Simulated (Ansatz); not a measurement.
A relaxed cell of Sn is given with its symmetry left out. The cell was found from a structure generator's guess, not taken from experiment.

Method: DFT PBE, scalar-relativistic, plane waves, PAW (Ansatz). Cutoff 420 eV, Γ-centred mesh, Gaussian smearing, no spin polarisation.

```
CELL_PARAMETERS angstrom
1.62483 -2.84930 0.00000
1.62483 2.84930 0.00000
0.00000 0.00000 3.06977
ATOMIC_POSITIONS crystal
Sn 0.50000 0.50000 0.50000
```

Energies count from the standard state of Sn at the same level. The references include grey tin.

Task: Find its symmetry and describe it.

Result: Cmmm (No. 65). Conventional cell: a = 3.250 Å, b = 5.699 Å, c = 3.070 Å. Sn is surrounded by 8 Sn at 3.07–3.28 Å.

Task: How far does it lie from the standard state of Sn?

Result: +0.04 eV/atom. It lies above the standard state, so it could only be metastable.

Task: Is it a metal?

Result: Yes, bands cross the Fermi level on the 20×20×18 mesh.

The last run used a 20×20×18 mesh (in the run's order of axes) for its 1-atom cell and Gaussian smearing of 0.10 eV. This cell was reached by moving the atoms of another relaxed cell at random and relaxing again, last within the group found; it had no such test of its own.
